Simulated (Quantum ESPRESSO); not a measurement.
# BaTe (Fm-3m) in Quantum ESPRESSO: equation of state

How stiff is BaTe in PBEsol, and what volume does it want? The cell is scaled to several volumes.

Program: Quantum ESPRESSO 7.5. These are calculated values, not measurements. Logs are shortened: lines on timing, memory, paths and dates and some standing lists are left out, and cuts for length are marked.

## (1) The structure

The structure is cubic, space group Fm-3m (No. 225). The conventional cell has a = 6.820 Å, b = 6.820 Å, c = 6.820 Å, α = 90.00°, β = 90.00°, γ = 90.00°. Ba (site symmetry m-3m) has 6 Te at 3.41 Å as nearest neighbours. Te (site symmetry m-3m) is surrounded by 6 Ba at 3.41 Å.

## (2) Single point, PBEsol, 37.27 Å³/atom

pw.in reads:

```
&CONTROL
  calculation = 'scf'
  prefix = 'pwscf'
  outdir = './tmp'
  pseudo_dir = './pseudo'
  tstress = .true.
  disk_io = 'nowf'
/
&SYSTEM
  ibrav = 0
  nat = 2
  ntyp = 2
  ecutwfc = 45
  ecutrho = 360
  nbnd = 14
  occupations = 'smearing'
  smearing = 'fd'
  degauss = 0.00367493
/
&ELECTRONS
  conv_thr = 4d-10
  electron_maxstep = 120
  mixing_beta = 0.5
/
ATOMIC_SPECIES
Ba   137.3270 ba_pbesol_v1.uspp.F.UPF
Te   127.6000 te_pbesol_v1.uspp.F.UPF
CELL_PARAMETERS angstrom
   0.0000000000    3.3403886307    3.3403886307
   3.3403886307    0.0000000000    3.3403886307
   3.3403886307    3.3403886307    0.0000000000
ATOMIC_POSITIONS crystal
Ba     0.0000000000    0.0000000000    0.0000000000
Te     0.5000000000    0.5000000000    0.5000000000
K_POINTS automatic
7 7 7 0 0 0
```

Potentials or basis: GBRV 1.5 PBEsol.

Started as:

```bash
OMP_NUM_THREADS=1 mpirun -n 2 pw.x -nk 2 -in pw.in > pw.out
```

pw.out:

```text
This program is part of the open-source Quantum ESPRESSO suite
     for quantum simulation of materials; please cite
[... 13 lines left out ...]
     --------------------
     sticks:   dense  smooth     PW     G-vecs:    dense   smooth      PW
     Sum        1969     979    301                58071    20395    3383

     Using Slab Decomposition

     bravais-lattice index     =            0
     lattice parameter (alat)  =       8.9271  a.u.
     unit-cell volume          =     503.0575 (a.u.)^3
     number of atoms/cell      =            2
     number of atomic types    =            2
     number of electrons       =        16.00
     number of Kohn-Sham states=           14
     kinetic-energy cutoff     =      45.0000  Ry
     charge density cutoff     =     360.0000  Ry
     scf convergence threshold =      4.0E-10
     mixing beta               =       0.5000
     number of iterations used =            8  plain     mixing
     Exchange-correlation= SLA  PW   PSX  PSC
                           (   1   4  10   8   0   0   0)

     celldm(1)=   8.927109  celldm(2)=   0.000000  celldm(3)=   0.000000
     celldm(4)=   0.000000  celldm(5)=   0.000000  celldm(6)=   0.000000

     crystal axes: (cart. coord. in units of alat)
               a(1) = (   0.000000   0.707107   0.707107 )
               a(2) = (   0.707107   0.000000   0.707107 )
               a(3) = (   0.707107   0.707107   0.000000 )

     reciprocal axes: (cart. coord. in units 2 pi/alat)
               b(1) = ( -0.707107  0.707107  0.707107 )
               b(2) = (  0.707107 -0.707107  0.707107 )
               b(3) = (  0.707107  0.707107 -0.707107 )

     PseudoPot. # 1 for Ba read from file:
     ba_pbesol_v1.uspp.F.UPF
     Pseudo is Ultrasoft + core correction, Zval = 10.0
     Generated by new atomic code, or converted to UPF format
     Using radial grid of  907 points,  7 beta functions with:
                l(1) =   0
                l(2) =   0
                l(3) =   1
                l(4) =   1
                l(5) =   2
                l(6) =   2
                l(7) =   3
     Q(r) pseudized with  6 coefficients,  rinner =    1.700   1.700   1.700
                                                       1.700   1.700   1.700
                                                       1.700

     PseudoPot. # 2 for Te read from file:
     te_pbesol_v1.uspp.F.UPF
     Pseudo is Ultrasoft + core correction, Zval =  6.0
     Generated by new atomic code, or converted to UPF format
     Using radial grid of  891 points,  5 beta functions with:
                l(1) =   0
                l(2) =   0
                l(3) =   1
                l(4) =   1
                l(5) =   2
     Q(r) pseudized with  6 coefficients,  rinner =    1.800   1.800   1.800
                                                       1.800   1.800

     atomic species   valence    mass     pseudopotential
     Ba               10.00   137.32700     Ba( 1.00)
     Te                6.00   127.60000     Te( 1.00)

     48 Sym. Ops., with inversion, found

   Cartesian axes

     site n.     atom                  positions (alat units)
         1        Ba     tau(   1) = (   0.0000000   0.0000000   0.0000000  )
         2        Te     tau(   2) = (   0.7071068   0.7071068   0.7071068  )

     number of k points=    20  Fermi-Dirac smearing, width (Ry)=  0.0037
                       cart. coord. in units 2pi/alat
        k(    1) = (   0.0000000   0.0000000   0.0000000), wk =   0.0058309
        k(    2) = (   0.1010153   0.1010153  -0.1010153), wk =   0.0466472
        k(    3) = (   0.2020305   0.2020305  -0.2020305), wk =   0.0466472
        k(    4) = (   0.3030458   0.3030458  -0.3030458), wk =   0.0466472
        k(    5) = (   0.2020305  -0.0000000   0.0000000), wk =   0.0349854
        k(    6) = (   0.3030458   0.1010153  -0.1010153), wk =   0.1399417
[... 12 lines left out ...]
        k(   19) = (  -0.1010153  -0.5050763   0.7071068), wk =   0.1399417
        k(   20) = (   0.0000000  -0.4040610   0.6060915), wk =   0.1399417

     Dense  grid:    58071 G-vectors     FFT dimensions: (  54,  54,  54)

     Smooth grid:    20395 G-vectors     FFT dimensions: (  40,  40,  40)

     Initial potential from superposition of free atoms

     starting charge      15.9860, renormalised to      16.0000

     negative rho (up, down):  9.684E-02 0.000E+00
     Starting wfcs are   17 randomized atomic wfcs

     Self-consistent Calculation

     iteration #  1     ecut=    45.00 Ry     beta= 0.50
     Davidson diagonalization with overlap
     ethr =  1.00E-02,  avg # of iterations =  4.0

     Threshold (ethr) on eigenvalues was too large:
     Diagonalizing with lowered threshold

     Davidson diagonalization with overlap
     ethr =  1.70E-04,  avg # of iterations =  4.1

     negative rho (up, down):  9.287E-02 0.000E+00

     total energy              =     -96.85520502 Ry
     estimated scf accuracy    <       0.02677740 Ry

     iteration #  2     ecut=    45.00 Ry     beta= 0.50
     Davidson diagonalization with overlap
     ethr =  1.67E-04,  avg # of iterations =  2.0

     negative rho (up, down):  9.039E-02 0.000E+00

     total energy              =     -96.85872118 Ry
     estimated scf accuracy    <       0.00258645 Ry

     iteration #  3     ecut=    45.00 Ry     beta= 0.50
     Davidson diagonalization with overlap
     ethr =  1.62E-05,  avg # of iterations =  4.5

     negative rho (up, down):  8.834E-02 0.000E+00

     total energy              =     -96.85891563 Ry
     estimated scf accuracy    <       0.00050357 Ry

     iteration #  4     ecut=    45.00 Ry     beta= 0.50
     Davidson diagonalization with overlap
     ethr =  3.15E-06,  avg # of iterations =  3.5

     negative rho (up, down):  8.819E-02 0.000E+00

     total energy              =     -96.85893649 Ry
     estimated scf accuracy    <       0.00000917 Ry

     iteration #  5     ecut=    45.00 Ry     beta= 0.50
     Davidson diagonalization with overlap
     ethr =  5.73E-08,  avg # of iterations =  3.8

     negative rho (up, down):  8.817E-02 0.000E+00

     total energy              =     -96.85894132 Ry
     estimated scf accuracy    <       0.00000238 Ry

     iteration #  6     ecut=    45.00 Ry     beta= 0.50
     Davidson diagonalization with overlap
     ethr =  1.49E-08,  avg # of iterations =  2.0

     negative rho (up, down):  8.817E-02 0.000E+00

     total energy              =     -96.85894204 Ry
     estimated scf accuracy    <       0.00000010 Ry

     iteration #  7     ecut=    45.00 Ry     beta= 0.50
     Davidson diagonalization with overlap
     ethr =  6.53E-10,  avg # of iterations =  2.4

     negative rho (up, down):  8.817E-02 0.000E+00

     total energy              =     -96.85894206 Ry
     estimated scf accuracy    <          8.5E-09 Ry

     iteration #  8     ecut=    45.00 Ry     beta= 0.50
     Davidson diagonalization with overlap
     ethr =  5.30E-11,  avg # of iterations =  2.4

     negative rho (up, down):  8.817E-02 0.000E+00

     End of self-consistent calculation

          k = 0.0000 0.0000 0.0000 (  2637 PWs)   bands (ev):

   -19.8938  -5.0670  -5.0670  -5.0670  -3.2055   6.6625   6.6625   6.6625
     9.4452   9.4452   9.4452  10.0652  10.2384  10.2384

          k = 0.1010 0.1010-0.1010 (  2589 PWs)   bands (ev):

   -19.8882  -5.2811  -5.0710  -5.0710  -2.9209   5.9239   6.2832   6.2832
     9.5063   9.7393   9.7393  10.9270  10.9270  10.9624

          k = 0.2020 0.2020-0.2020 (  2563 PWs)   bands (ev):

   -19.8757  -5.6389  -5.0800  -5.0800  -2.3891   4.8174   5.6811   5.6811
     9.7947  10.5178  10.5178  12.4727  12.4771  12.4771

          k = 0.3030 0.3030-0.3030 (  2563 PWs)   bands (ev):

   -19.8656  -5.8638  -5.0871  -5.0871  -2.0040   4.1268   5.3177   5.3177
    10.5229  11.6146  11.6146  12.1579  13.5262  13.5263

          k = 0.2020-0.0000 0.0000 (  2585 PWs)   bands (ev):

   -19.8864  -5.2779  -5.0958  -5.0958  -2.8819   5.5137   6.4813   6.4813
     8.9689  10.1959  10.1959  10.3672  10.3996  12.2338

          k = 0.3030 0.1010-0.1010 (  2563 PWs)   bands (ev):

   -19.8762  -5.5196  -5.1178  -5.1059  -2.5564   4.9042   5.9642   6.1069
     8.9944  10.7105  10.8341  11.3717  11.4547  13.7550

          k = 0.4041 0.2020-0.2020 (  2561 PWs)   bands (ev):

   -19.8654  -5.7463  -5.1287  -5.1207  -2.2258   4.4695   5.4350   5.6138
     9.6220  11.6273  11.8744  12.2231  12.6973  13.7788

          k =-0.2020-0.4041 0.4041 (  2564 PWs)   bands (ev):

   -19.8620  -5.8145  -5.1587  -5.1023  -2.0976   4.2775   5.3430   5.4143
    10.5553  11.2454  11.6448  12.5568  13.3507  13.7752

          k =-0.1010-0.3030 0.3030 (  2567 PWs)   bands (ev):

   -19.8687  -5.7009  -5.1651  -5.0763  -2.2574   4.5124   5.4006   5.7872
    10.0373  10.5858  11.6186  11.8153  12.4764  14.1060

          k =-0.0000-0.2020 0.2020 (  2597 PWs)   bands (ev):

   -19.8804  -5.4711  -5.1278  -5.0623  -2.6177   5.1703   5.7712   6.2456
     9.6633   9.8923  10.5380  10.6642  12.3360  12.4073

          k = 0.4041-0.0000 0.0000 (  2570 PWs)   bands (ev):

   -19.8700  -5.4800  -5.1605  -5.1605  -2.6588   4.8663   6.3168   6.3168
     8.2505  10.8216  11.0379  11.8140  11.8140  14.9982

          k = 0.5051 0.1010-0.1010 (  2564 PWs)   bands (ev):

   -19.8615  -5.5510  -5.2094  -5.1765  -2.6197   5.0043   5.8878   6.0703
     8.4632  11.5593  11.9036  12.4702  12.5134  13.5160

          k =-0.1010-0.5051 0.5051 (  2565 PWs)   bands (ev):

   -19.8573  -5.6079  -5.2979  -5.1541  -2.4461   4.9277   5.5556   5.6641
     9.3627  11.6272  12.0327  12.6777  12.9918  13.4769

          k = 0.0000-0.4041 0.4041 (  2554 PWs)   bands (ev):

   -19.8605  -5.6687  -5.2854  -5.1096  -2.2772   4.5487   5.3992   5.7216
    10.7453  10.8328  11.1360  11.6452  13.4044  14.6558

          k = 0.6061-0.0000 0.0000 (  2554 PWs)   bands (ev):

   -19.8570  -5.4675  -5.2123  -5.2123  -2.9027   5.4082   6.3177   6.3177
     7.8292  11.2575  11.8173  12.8968  12.8968  13.1767

          k =-0.0000-0.6061 0.6061 (  2558 PWs)   bands (ev):

   -19.8551  -5.4300  -5.3283  -5.2026  -2.8142   5.5803   5.8179   6.1004
     8.2748  11.8402  12.3855  12.5165  12.6420  12.8642

          k = 0.4041 0.2020 0.0000 (  2567 PWs)   bands (ev):

   -19.8670  -5.6069  -5.1993  -5.1155  -2.4285   4.7111   5.6268   6.0069
     9.1374  11.0922  11.5099  11.9808  12.3339  13.7464

          k =-0.2020-0.4041 0.6061 (  2563 PWs)   bands (ev):

   -19.8595  -5.6680  -5.2411  -5.1512  -2.3339   4.6792   5.4585   5.6769
     9.8482  11.0344  11.9927  12.3452  13.0800  14.1108

          k =-0.1010-0.5051 0.7071 (  2562 PWs)   bands (ev):

   -19.8565  -5.4902  -5.2580  -5.2563  -2.6556   5.2935   5.6674   5.9488
     8.7863  11.6383  11.7057  12.8536  12.9476  13.2809

          k = 0.0000-0.4041 0.6061 (  2560 PWs)   bands (ev):

   -19.8556  -5.4911  -5.3535  -5.2266  -2.5163   5.0601   5.6491   5.6807
     9.7127  10.6695  12.0825  12.5193  12.7191  14.6083

     the Fermi energy is     7.2313 ev

!    total energy              =     -96.85894206 Ry
     estimated scf accuracy    <          1.3E-10 Ry
     smearing contrib. (-TS)   =      -0.00000002 Ry
     internal energy E=F+TS    =     -96.85894204 Ry

     The total energy is F=E-TS. E is the sum of the following terms:
     one-electron contribution =      -3.07636089 Ry
     hartree contribution      =       8.11057366 Ry
     xc contribution           =     -42.14513197 Ry
     ewald contribution        =     -59.74802284 Ry

     convergence has been achieved in   8 iterations

     Computing stress (Cartesian axis) and pressure

     negative rho (up, down):  8.817E-02 0.000E+00
          total   stress  (Ry/bohr**3)                   (kbar)     P=       49.73
   0.00033803   0.00000000   0.00000000           49.73        0.00        0.00
   0.00000000   0.00033803   0.00000000            0.00       49.73        0.00
   0.00000000   0.00000000   0.00033803            0.00        0.00       49.73

=------------------------------------------------------------------------------=
   JOB DONE.
=------------------------------------------------------------------------------=
```

Wall time 12 s (2 MPI ranks of Arm Neoverse V2, shared host); peak memory 0.48 GiB.

Results:

- Free energy: -1317.8330 eV
- Pressure: 5.0 GPa
- Band gap on the k mesh: 1.17 eV, indirect (least direct gap 1.51 eV)

Caveat: spin-orbit coupling is left out, which moves the levels of the heavy elements; an odd mesh through Γ misses points on the zone boundary, where band edges often lie.

## (3) Single point, PBEsol, 38.07 Å³/atom

Edit pw.in of step 2 so:

```diff
@@ -28,5 +28,5 @@
 CELL_PARAMETERS angstrom
-   0.0000000000    3.3403886307    3.3403886307
-   3.3403886307    0.0000000000    3.3403886307
-   3.3403886307    3.3403886307    0.0000000000
+   0.0000000000    3.3639132694    3.3639132694
+   3.3639132694    0.0000000000    3.3639132694
+   3.3639132694    3.3639132694    0.0000000000
 ATOMIC_POSITIONS crystal
```

Potentials or basis: GBRV 1.5 PBEsol.

Started as:

```bash
OMP_NUM_THREADS=1 mpirun -n 2 pw.x -nk 2 -in pw.in > pw.out
```

It took 13 s on 2 MPI ranks of Arm Neoverse V2, shared host; peak memory 0.5 GiB.

Results (log left out):

- Free energy: -1317.8770 eV
- Pressure: 3.9 GPa
- Band gap on the k mesh: 1.23 eV, indirect (least direct gap 1.58 eV)

Caveat: spin-orbit coupling is left out, which moves the levels of the heavy elements; an odd mesh through Γ misses points on the zone boundary, where band edges often lie.

## (4) Single point, PBEsol, 38.86 Å³/atom

Edit pw.in of step 3 so:

```diff
@@ -28,5 +28,5 @@
 CELL_PARAMETERS angstrom
-   0.0000000000    3.3639132694    3.3639132694
-   3.3639132694    0.0000000000    3.3639132694
-   3.3639132694    3.3639132694    0.0000000000
+   0.0000000000    3.3871134044    3.3871134044
+   3.3871134044    0.0000000000    3.3871134044
+   3.3871134044    3.3871134044    0.0000000000
 ATOMIC_POSITIONS crystal
```

Started as:

```bash
OMP_NUM_THREADS=1 mpirun -n 2 pw.x -nk 2 -in pw.in > pw.out
```

Wall time 14 s (2 MPI ranks of Arm Neoverse V2, shared host); peak memory 0.5 GiB.

Results (log left out):

| Quantity | Value |
| --- | --- |
| Free energy | -1317.9110 eV |
| Pressure | 2.9 GPa |
| Band gap on the k mesh | 1.28 eV, indirect (least direct gap 1.64 eV) |

Caveat: spin-orbit coupling is left out, which moves the levels of the heavy elements; an odd mesh through Γ misses points on the zone boundary, where band edges often lie.

## (5) Single point, PBEsol, 39.65 Å³/atom

Edit pw.in of step 4 so:

```diff
@@ -28,5 +28,5 @@
 CELL_PARAMETERS angstrom
-   0.0000000000    3.3871134044    3.3871134044
-   3.3871134044    0.0000000000    3.3871134044
-   3.3871134044    3.3871134044    0.0000000000
+   0.0000000000    3.4100000000    3.4100000000
+   3.4100000000    0.0000000000    3.4100000000
+   3.4100000000    3.4100000000    0.0000000000
 ATOMIC_POSITIONS crystal
```

Started as:

```bash
OMP_NUM_THREADS=1 mpirun -n 2 pw.x -nk 2 -in pw.in > pw.out
```

Wall time 14 s (2 MPI ranks of Arm Neoverse V2, shared host); peak memory 0.52 GiB.

The run converged. Its results:

```yaml
Free_energy: -1317.9359 eV
Pressure: 2.1 GPa
Band_gap_on_the_k_mesh: 1.34 eV, indirect (least direct gap 1.69 eV)
```

Caveat: spin-orbit coupling is left out, which moves the levels of the heavy elements; an odd mesh through Γ misses points on the zone boundary, where band edges often lie.

## (6) Single point, PBEsol, 40.44 Å³/atom

Edit pw.in of step 5 so:

```diff
@@ -28,5 +28,5 @@
 CELL_PARAMETERS angstrom
-   0.0000000000    3.4100000000    3.4100000000
-   3.4100000000    0.0000000000    3.4100000000
-   3.4100000000    3.4100000000    0.0000000000
+   0.0000000000    3.4325834396    3.4325834396
+   3.4325834396    0.0000000000    3.4325834396
+   3.4325834396    3.4325834396    0.0000000000
 ATOMIC_POSITIONS crystal
```

Potentials or basis: GBRV 1.5 PBEsol.

Started as:

```bash
OMP_NUM_THREADS=1 mpirun -n 2 pw.x -nk 2 -in pw.in > pw.out
```

Run time: 14 s. Hardware: 2 MPI ranks of Arm Neoverse V2, shared host; peak memory 0.52 GiB.

The run converged. Its results:

- Free energy: -1317.9527 eV
- Pressure: 1.3 GPa
- Band gap on the k mesh: 1.39 eV, indirect (least direct gap 1.75 eV)

Caveat: spin-orbit coupling is left out, which moves the levels of the heavy elements; an odd mesh through Γ misses points on the zone boundary, where band edges often lie.

## (7) Single point, PBEsol, 41.24 Å³/atom

Edit pw.in of step 6 so:

```diff
@@ -28,5 +28,5 @@
 CELL_PARAMETERS angstrom
-   0.0000000000    3.4325834396    3.4325834396
-   3.4325834396    0.0000000000    3.4325834396
-   3.4325834396    3.4325834396    0.0000000000
+   0.0000000000    3.4548735670    3.4548735670
+   3.4548735670    0.0000000000    3.4548735670
+   3.4548735670    3.4548735670    0.0000000000
 ATOMIC_POSITIONS crystal
```

Started as:

```bash
OMP_NUM_THREADS=1 mpirun -n 2 pw.x -nk 2 -in pw.in > pw.out
```

It took 14 s on 2 MPI ranks of Arm Neoverse V2, shared host; peak memory 0.54 GiB.

Results (log left out):

```yaml
Free_energy: -1317.9621 eV
Pressure: 0.6 GPa
Band_gap_on_the_k_mesh: 1.43 eV, indirect (least direct gap 1.80 eV)
```

Caveat: spin-orbit coupling is left out, which moves the levels of the heavy elements; an odd mesh through Γ misses points on the zone boundary, where band edges often lie.

(Part 1 of 2 ends here.)
